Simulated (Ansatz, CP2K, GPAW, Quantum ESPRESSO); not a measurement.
**Te: programs and potentials compared**

```
Te
1.0
     4.45400    0.00000    0.00000
    -2.22700    3.85728    0.00000
     0.00000    0.00000    5.92400
Te
3
Direct
  0.73100 0.73100 0.00000
  0.00000 0.26900 0.66667
  0.26900 0.00000 0.33333
```

Alike in all runs: task band structure; functional LDA; k mesh 7 × 7 × 5; occupations fermi-dirac, width 0.05 eV; no spin polarisation; no spin-orbit coupling. LDA stands for any of its common fits. Pressure is positive in compression and, in plane waves, holds the error of the finite cutoff, which Ansatz's Pulay term estimates and takes out.

```json
{"program and potentials": "Ansatz, Ansatz PAW", "plane-wave cutoff (eV)": "420", "notes": "potentials made for PBE, which Ansatz adapts in part; 16 valence electrons an atom on average; Pulay term of +0.04 GPa included", "band gap (eV)": "0.58", "pressure (GPa)": "-1.95", "largest force (eV/Å)": "0.055"}
{"program and potentials": "CP2K, GTH_POTENTIALS Te GTH-PADE-q6; TZVP-MOLOPT-PBE-GTH basis", "plane-wave cutoff (eV)": "-", "notes": "atomic basis; 6 valence electrons an atom on average", "band gap (eV)": "0.59", "pressure (GPa)": "-1.14", "largest force (eV/Å)": "0.219"}
{"program and potentials": "GPAW, the program's PAW data sets (release 1.2.1) made for this functional", "plane-wave cutoff (eV)": "600", "notes": "6 valence electrons an atom on average", "band gap (eV)": "0.57", "pressure (GPa)": "-2.36", "largest force (eV/Å)": "-"}
{"program and potentials": "Quantum ESPRESSO, PseudoDojo 0.4.1 SR LDA standard", "plane-wave cutoff (eV)": "1088", "notes": "16 valence electrons an atom on average", "band gap (eV)": "0.57", "pressure (GPa)": "-1.85", "largest force (eV/Å)": "0.100"}
```

Force on atom 2 (Te), eV/Å:

```csv
program and potentials,x,y,z
"Ansatz, Ansatz PAW",-0.028,0.048,0.000
"CP2K, GTH_POTENTIALS Te GTH-PADE-q6; TZVP-MOLOPT-PBE-GTH basis",-0.109,0.189,0.000
"Quantum ESPRESSO, PseudoDojo 0.4.1 SR LDA standard",-0.050,0.086,0.000
```

The band gap spans 0.57 (Quantum ESPRESSO, PseudoDojo 0.4.1 SR LDA standard) to 0.59 eV (CP2K, GTH_POTENTIALS Te GTH-PADE-q6; TZVP-MOLOPT-PBE-GTH basis). The pressure spans -2.36 (GPAW, the program's PAW data sets (release 1.2.1) made for this functional) to -1.14 GPa (CP2K, GTH_POTENTIALS Te GTH-PADE-q6; TZVP-MOLOPT-PBE-GTH basis). Rows in atomic bases carry the error of their basis and grid, which can be large.

Differences between rows come from potentials, basis sets and numerical settings, since the functional is the same but for its coding. Runs on potential files found faulty are left out.
